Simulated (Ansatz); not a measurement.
All cells: G0W0@PBE, full frequency by contour deformation, all-electron datasets in plane waves (scalar-relativistic, Gaussian nuclei) (Ansatz); response cutoff 200 eV, empty bands to 200 eV, primitive cells on a 4×4×4 mesh, no spin-orbit coupling. Band edges are those of the mesh. The mesh is coarse, the sums aren't at the basis limit and many cells are compressed or hypothetical, so the values aren't those of the ambient crystals.

Problem. Order these cells by the G0W0 correction to the gap between the Kohn-Sham band edges, largest first.
A. LiH (Fm-3m), 2 atoms, 8.5 Å³ an atom
B. CaO (Fm-3m), 2 atoms, 12.5 Å³ an atom
C. SiC (F-43m), 2 atoms, 9.3 Å³ an atom
D. Si (Fd-3m), 2 atoms, 20.0 Å³ an atom
E. MgS (Fm-3m), 2 atoms, 17.2 Å³ an atom

Solution. B (2.19 eV), A (1.75 eV), E (1.47 eV), C (0.91 eV), D (0.50 eV).

Model cells at fixed atoms, which needn't be the relaxed known crystals. The mesh overscreens Si strongly, which shrinks the G0W0 correction.
